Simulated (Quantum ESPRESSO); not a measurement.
A calculation with Quantum ESPRESSO 7.5 of InAs (ASE script, Cartesian positions):

Contents of run.py:

```python
import numpy as np
from ase.calculators.espresso import Espresso, EspressoProfile
from ase.io import read

atoms = read('InAs.xyz')

input_data = {
    'control': {'calculation': 'scf', 'prefix': 'pwscf', 'outdir': './tmp', 'tprnfor': True, 'tstress': True, 'disk_io': 'nowf'},
    'system': {'ecutwfc': 55.0, 'ecutrho': 440.0, 'nbnd': 15, 'occupations': 'smearing', 'smearing': 'fd', 'degauss': 0.00367493},
    'electrons': {'conv_thr': 4e-10, 'electron_maxstep': 120, 'mixing_beta': 0.5},
}
pseudopotentials = {'In': 'In.pbe-dn-rrkjus_psl.0.2.2.UPF', 'As': 'As.pbe-n-rrkjus_psl.0.2.UPF'}
profile = EspressoProfile(command='pw.x', pseudo_dir='pseudo')
dft = Espresso(profile=profile, input_data=input_data, pseudopotentials=pseudopotentials, kpts=(8, 8, 8), koffset=(0, 0, 0))
atoms.calc = dft

print(f'energy {atoms.get_potential_energy():.8f} eV')
print('forces (eV/A)')
print(np.round(atoms.get_forces(), 6))
print('stress (eV/A^3, Voigt)')
print(np.round(atoms.get_stress(), 8))
print(f'Fermi level {dft.get_fermi_level():.4f} eV')
```

InAs.xyz

```xyz
2
Lattice="0.0000000000 2.8773040000 2.8773040000 2.8773040000 0.0000000000 2.8773040000 2.8773040000 2.8773040000 0.0000000000" Properties=species:S:1:pos:R:3 pbc="T T T"
In     2.8773040000      2.8773040000      2.8773040000
As     0.0000000000      0.0000000000      0.0000000000
```

Potentials or basis: SSSP 1.3 efficiency PBE.

Run with:

```sh
$ OMP_NUM_THREADS=1 python run.py
```

Measurements of this composition are mostly on another form, of space group No. 216.

Task: Write the same calculation in another form: native input, structure typed inline.

Result: As run:

File pw.in:

```
&CONTROL
  calculation = 'scf'
  prefix = 'pwscf'
  outdir = './tmp'
  pseudo_dir = './pseudo'
  tprnfor = .true.
  tstress = .true.
  disk_io = 'low'
/
&SYSTEM
  ibrav = 0
  nat = 2
  ntyp = 2
  ecutwfc = 55
  ecutrho = 440
  nbnd = 15
  occupations = 'smearing'
  smearing = 'fd'
  degauss = 0.00367493
/
&ELECTRONS
  conv_thr = 4d-10
  electron_maxstep = 120
  mixing_beta = 0.5
/
ATOMIC_SPECIES
In   114.8180 In.pbe-dn-rrkjus_psl.0.2.2.UPF
As    74.9216 As.pbe-n-rrkjus_psl.0.2.UPF
CELL_PARAMETERS angstrom
   0.0000000000    2.8773040000    2.8773040000
   2.8773040000    0.0000000000    2.8773040000
   2.8773040000    2.8773040000    0.0000000000
ATOMIC_POSITIONS crystal
In     0.5000000000    0.5000000000    0.5000000000
As     0.0000000000    0.0000000000    0.0000000000
K_POINTS automatic
8 8 8 0 0 0
```

The input pp_density.in:

```
&INPUTPP
  prefix = 'pwscf'
  outdir = './tmp'
  filplot = 'density.dat'
  plot_num = 0
/
&PLOT
  nfile = 1
  filepp(1) = 'density.dat'
  iflag = 3
  output_format = 6
  fileout = 'density.cube'
/
```

Contents of pp_potential.in:

```
&INPUTPP
  prefix = 'pwscf'
  outdir = './tmp'
  filplot = 'potential.dat'
  plot_num = 11
/
&PLOT
  nfile = 1
  filepp(1) = 'potential.dat'
  iflag = 3
  output_format = 6
  fileout = 'potential.cube'
/
```

Potentials or basis: SSSP 1.3 efficiency PBE.

The run is started by

```sh
$ OMP_NUM_THREADS=1 pw.x -in pw.in > pw.out
$ OMP_NUM_THREADS=1 pp.x -in pp_density.in > pp_density.out
$ OMP_NUM_THREADS=1 pp.x -in pp_potential.in > pp_potential.out
```

Both were run:

|  | ASE script, Cartesian positions | native input, structure typed inline |
| --- | --- | --- |
| Pressure | 0.0 GPa | 0.0 GPa |
| Band gap on the k mesh | none (metal or under the smearing width) | none (metal or under the smearing width) |

Keys that steer only the numerical path or the files written may differ.
